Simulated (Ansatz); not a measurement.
FeSi:

```
CELL_PARAMETERS angstrom
4.55070 0.00000 0.00000
0.00000 4.55070 0.00000
0.00000 0.00000 4.55070
ATOMIC_POSITIONS crystal
Fe 0.86348 0.63652 0.36348
Fe 0.63652 0.36348 0.86348
Fe 0.36348 0.86348 0.63652
Fe 0.13652 0.13652 0.13652
Si 0.15760 0.34240 0.65760
Si 0.34240 0.65760 0.15760
Si 0.65760 0.15760 0.34240
Si 0.84240 0.84240 0.84240
```

Base run:

```yaml
Program: Ansatz 0.2.0
Functional: PBEsol
Potentials_or_basis: all-electron LAPW, scalar-relativistic
Cutoff: 273 eV
Density_cutoff: 1094 eV
Basis_error_allowed: 0.002 eV/atom
k_mesh: 6 × 6 × 6
Occupations: fermi-dirac, width 0.05 eV
Spin: collinear spin, ferromagnetic start
Starting_moments: "[3.0, 3.0, 3.0, 3.0, 0.0, 0.0, 0.0, 0.0] μB"
```

Its results: pressure -16.8 GPa; net moment 3.62 μB per cell; site moments Fe +1.01; Si -0.05 μB; largest force 0.081 eV/Å.

Q: The run is repeated on the same cell with these changes: functional from PBEsol to PBE. What comes out?

A: Pressure -10.4 GPa; net moment 3.75 μB per cell; site moments Fe +1.05; Si -0.05 μB; largest force 0.095 eV/Å.

PBE binds less tightly than PBEsol, so the same cell stands under more pressure.

Not every run made on this cell is shown here.
